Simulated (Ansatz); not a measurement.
V, one cell by several methods

```
V
1.0
    -1.51300    1.51300    1.51300
     1.51300   -1.51300    1.51300
     1.51300    1.51300   -1.51300
V
1
Direct
  0.00000 0.00000 0.00000
```

The cell comes from COD entry 7101267, which wasn't checked; take it as a given geometry.

All numbers are computed: DFT, PBE, PAW with Ansatz's default frozen-core files, scalar-relativistic (Ansatz 0.2.0); DFT, PBE, all-electron PAW with datasets made for the crystal, scalar-relativistic (Ansatz 0.2.0); DFT, PBE, all-electron LAPW, scalar-relativistic (Ansatz 0.2.0).

For PAW: a Γ-centred 15×15×15 k mesh, Fermi–Dirac smearing of 0.03 eV, cutoff 420 eV, spin-polarised from start moments V 1.5 μB (the moments died away, and the run ended non-magnetic). The crystal-made all-electron datasets (AE datasets) take a cutoff of 280 eV at this cell. LAPW targets a basis error of 1 meV/atom. The Ansatz runs share mesh, smearing and spin set-up. Plane-wave (PAW) pressures include the program's estimate of the Pulay term.

Stress and pressure are positive in compression.

Levels count from the Fermi level.

| quantity | PAW | AE datasets | LAPW |
| --- | --- | --- | --- |
| pressure (GPa) | -5.31 | -5.36 | -5.36 |
| highest filled level at Γ (eV) | -6.537 | -6.538 | -6.538 |
| lowest empty level at Γ (eV) | 0.406 | 0.408 | 0.408 |
| highest filled level at P (eV) | -1.094 | -1.094 | -1.094 |
| lowest empty level at P (eV) | 2.756 | 2.756 | 2.756 |
| highest filled level at H (eV) | -2.874 | -2.874 | -2.874 |
| lowest empty level at H (eV) | 3.599 | 3.599 | 3.599 |

PAW's pressure differs from the LAPW value by +0.06 GPa.
